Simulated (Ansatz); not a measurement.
The system is TaN.

```
Ta N
1.0
     0.00000    2.21132    2.21132
     2.21132    0.00000    2.21132
     2.21132    2.21132    0.00000
Ta N
1 1
Direct
  0.50000 0.50000 0.50000
  0.00000 0.00000 0.00000
```

The cell comes from a database or a generator and needn't be the stable form of this composition.

* Program: Ansatz 0.2.0
* Task: relaxation of cell and atoms
* Functional: BLYP
* Potentials or basis: all-electron LAPW, scalar-relativistic
* Basis error allowed: 0.001 eV/atom
* k mesh: 10 × 10 × 10
* Occupations: fermi-dirac, width 0.05 eV
* Spin: no spin polarisation

At the start: volume 10.81 Å³/atom.

Problem. How do energy, volume and symmetry change on relaxing?

Solution. Over 5 steps the energy falls by 11.2 meV/atom and the volume is 11.17 Å³/atom (+3.3 %); space group Fm-3m (No. 225, to 0.05 Å).

The path:
```tsv
step	energy change (eV)	largest force (eV/Å)	volume (Å³)
1	0.0000	0.0000	21.63
2	-0.0193	0.0000	22.62
3	-0.0224	0.0000	22.36
4	-0.0225	0.0000	22.34
5	-0.0225	0.0000	22.34
```

Final structure:
```xyz
2
Lattice="0.0000 2.2354 2.2354 2.2354 0.0000 2.2354 2.2354 2.2354 0.0000" Properties=species:S:1:pos:R:3 pbc="T T T"
Ta    2.2354    2.2354    2.2354
N     0.0000    0.0000    0.0000
```
